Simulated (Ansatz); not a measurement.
**GaP: relaxation**

Aim: relax the structure. Runs: cell and atoms relaxed (PAW); cell relaxed at -2 GPa (PAW); cell relaxed at 2 GPa (PAW); cell relaxed at 4 GPa (PAW); cell relaxed at 7 GPa (PAW); cell relaxed at 10 GPa (PAW); cell relaxed at 15 GPa (PAW).

Computed with Ansatz 0.2.0 (DFT LDA, frozen-core PAW, scalar-relativistic unless said, unless a step's input says otherwise).

7 further runs of the same task are left out: 7 set aside as unsound or not needed.

### Step 1. The structure to begin with

Symmetry: F-43m, No. 216, cubic system. The conventional cell has a = 5.451 Å, b = 5.451 Å, c = 5.451 Å, α = 90.00°, β = 90.00°, γ = 90.00°. Ga (site symmetry -43m) has 4 P at 2.36 Å as nearest neighbours. P (site symmetry -43m) has 4 Ga at 2.36 Å as nearest neighbours.

Structure file:

```
CELL_PARAMETERS angstrom
2.72525 2.72525 0.00000
-2.72525 2.72525 0.00000
0.00000 2.72525 2.72525
ATOMIC_POSITIONS crystal
Ga 0.00000 0.00000 0.00000
P 0.75000 0.25000 0.50000
```

Cartesian axes are those of the input's lattice vectors. The structure goes back to a database entry.

### Step 2. Cell and atoms relaxed, PAW

File input.yaml:

```yaml
crystal:
  lattice:
    - [2.72525, 2.72525, 0.0]
    - [-2.72525, 2.72525, 0.0]
    - [0.0, 2.72525, 2.72525]
  atoms:
    - { symbol: Ga, position: [0.0, 0.0, 0.0] }
    - { symbol: P, position: [0.75, 0.25, 0.5] }
kpoints:
  mp_grid: { grid: [12, 12, 12] }
scf:
  occupations: { method: fermi_dirac, width: 0.08 }
hamiltonian:
  xc: lda
  pseudopotentials: { kind: paw }
relax:
  f_tol: 0.002
  max_steps: 80
  cell: {}
output:
  forces: true
  stress: true
```

On the command line:

```
$ ansatz run input.yaml --threads 1 --pin off --max-ram 3072MiB --backend cpu --events-out ev --progress --plain --runs-dir out
```

### Step 3. Cell relaxed at -2 GPa, PAW

File input.yaml:

```yaml
crystal:
  lattice:
    - [2.69568706006, 2.69568706006, 0.0]
    - [-2.69568706006, 2.69568706006, 0.0]
    - [0.0, 2.69568706006, 2.69568706006]
  atoms:
    - { symbol: Ga, position: [0.0, 0.0, 0.0] }
    - { symbol: P, position: [0.75, 0.25, 0.5] }
kpoints:
  mp_grid: { grid: [8, 8, 8] }
scf:
  occupations: { method: fixed }
hamiltonian:
  xc: lda
  pseudopotentials: { kind: paw }
relax:
  f_tol: 0.002
  max_steps: 80
  cell: { p_target: -2 }
output:
  forces: true
  stress: true
```

### Step 4. Cell relaxed at 2 GPa, PAW

Changes to input.yaml since step 3:

```diff
@@ -18,3 +18,3 @@
   max_steps: 80
-  cell: { p_target: -2 }
+  cell: { p_target: 2 }
 output:
```

### Step 5. Cell relaxed at 4 GPa, PAW

Changes to input.yaml since step 4:

```diff
@@ -18,3 +18,3 @@
   max_steps: 80
-  cell: { p_target: 2 }
+  cell: { p_target: 4 }
 output:
```

### Step 6. Cell relaxed at 7 GPa, PAW

Changes to input.yaml since step 5:

```diff
@@ -18,3 +18,3 @@
   max_steps: 80
-  cell: { p_target: 4 }
+  cell: { p_target: 7 }
 output:
```

### Step 7. Cell relaxed at 10 GPa, PAW

Changes to input.yaml since step 6:

```diff
@@ -18,3 +18,3 @@
   max_steps: 80
-  cell: { p_target: 7 }
+  cell: { p_target: 10 }
 output:
```

### Step 8. Cell relaxed at 15 GPa, PAW

Changes to input.yaml since step 7:

```diff
@@ -18,3 +18,3 @@
   max_steps: 80
-  cell: { p_target: 10 }
+  cell: { p_target: 15 }
 output:
```

What does the calculation give? Wanted: cell; volume.

**Answer**, as computed:

```
quantity                                                                      value
    cell  a = 3.812 Å, b = 3.812 Å, c = 3.812 Å, α = 60.00°, β = 60.00°, γ = 90.00°
  volume                                                             19.589 Å³/atom
```

The volume changes by -3.2 %. Cautions: frozen-core PAW files fitted under PBE, their cores solved anew for the functional of the run.
